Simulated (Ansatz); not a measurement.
Pt: computed properties

Computed with DFT PBEsol, scalar-relativistic, plane waves, PAW (Ansatz 0.2.0).

Cutoff 420 eV; k points 18×18×10 on the computed 2-atom cell (Γ-centred); Gaussian smearing, width 0.10 eV; no spin polarisation.

The structure is relaxed at this level of theory with its symmetry kept. This form isn't the element's structure at ambient conditions.

```
CELL_PARAMETERS angstrom
2.72517 0.00000 0.00000
-1.36258 2.36007 0.00000
0.00000 0.00000 4.70681
ATOMIC_POSITIONS crystal
Pt 0.66667 0.33333 0.75000
Pt 0.33333 0.66667 0.25000
```

| Item | Value |
| --- | --- |
| Space group | P6_3/mmc (No. 194) |
| Volume per atom | 15.14 Å³ |
| Formation energy from the elements' standard states (uncorrected) | +0.065 eV/atom |
| Kohn–Sham band gap | none (metal) |
| Density of states at the Fermi level | 3.67 states/eV per cell |
| Löwdin character within 0.5 eV of the Fermi level | Pt 5d 95 % |
| Bulk modulus | 278 GPa |
| Its pressure derivative | 5.5 |
| Bader charges (e) | Pt (2 in the cell) 0.00 |

Spin-orbit coupling is left out, which matters for the bands of heavy elements.